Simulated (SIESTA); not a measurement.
ZrO2:

```
Zr O
1.0
     3.59610    0.00000    0.00000
     0.00000    3.59610    0.00000
     0.00000    0.00000    5.17700
Zr O
2 4
Direct
  0.50000 0.50000 0.50000
  0.00000 0.00000 0.00000
  0.50000 0.00000 0.79700
  0.50000 0.00000 0.29700
  0.00000 0.50000 0.70300
  0.00000 0.50000 0.20300
```

Base run:

```yaml
Program: SIESTA 5.4.2
Functional: PBE
Potentials_or_basis: PseudoDojo 0.4 standard (PBE files)
Basis: TZP (energy shift 0.003 Ry; two zetas on semicore shells)
Grid_cutoff: 800 Ry
Energy_shift: 0.003 Ry
k_mesh: 7 × 7 × 5
Occupations: fermi-dirac, width 0.05 eV
Spin: no spin polarisation
```

Its results: band gap on the k mesh 3.88 eV, indirect (least direct gap 3.95 eV); pressure 9.4 GPa; largest force 0.107 eV/Å.

The run is repeated on the same cell with these changes: basis from TZP (energy shift 0.003 Ry; two zetas on semicore shells) to SZP (energy shift 0.003 Ry). What comes out?

Band gap on the k mesh 3.38 eV, indirect (least direct gap 3.42 eV); pressure 13.9 GPa; largest force 0.112 eV/Å.

Caveats: an odd mesh through Γ misses points on the zone boundary, where band edges often lie; the basis of atomic orbitals isn't converged, which shifts pressures, moduli and gaps.
